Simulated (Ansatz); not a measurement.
Theory: DFT PBE, scalar-relativistic, plane waves, PAW (Ansatz 0.2.0). All cells share a 420 eV cutoff and Γ-centred k meshes spaced at most about 0.3 Å⁻¹ (about 0.25 or finer for metals, 2π included). No spin polarisation in the final relaxations.

These are static total energies at zero pressure.

Two relaxed structures of P:

A.

```xyz
3
Lattice="2.5992 1.5006 2.5603 -2.5992 1.5006 2.5603 0.0000 -3.0013 2.5603" Properties=species:S:1:pos:R:3 pbc="T T T"
P     1.2639    0.0000    3.8405
P    -0.6320    1.0946    3.8405
P    -0.6320   -1.0946    3.8405
```

B.

```xyz
4
Lattice="0.0000 3.8330 6.9911 1.6056 0.0000 6.9911 1.6056 3.8330 0.0000" Properties=species:S:1:pos:R:3 pbc="T T T"
P     1.6056    3.8330   11.1912
P     0.8028    1.9165    0.7046
P     1.6056    3.8330    2.7910
P     0.8028    1.9165    6.2865
```

Question: Which form is favoured at zero pressure, and by what margin per atom?

Answer: A is lower, by 32 meV/atom. A has space group R32 (No. 155), 20.0 Å³/atom and no gap on its mesh; B has space group Fddd (No. 70), 21.5 Å³/atom and no gap. Counting all near atoms (those within 1.25 times the shortest such distance or 1.15 times the sum of covalent radii; a plus sign parts nearer from farther groups), A has P 2+2 and B has P 2. Both come from invented guesses. A third cell relaxed alike, in I4/mmm, lies 230 meV/atom below the lower of the two. The part of the Crystallography Open Database at hand lists P in space groups No. 2, 13, 64, 123; no cell shown has one of them.

No dispersion correction is applied, so the spacing and binding between layers, chains or molecules are poorly described (Fddd), and this can change margins and order among such cells. Cells relaxed within their symmetry can be saddle points.
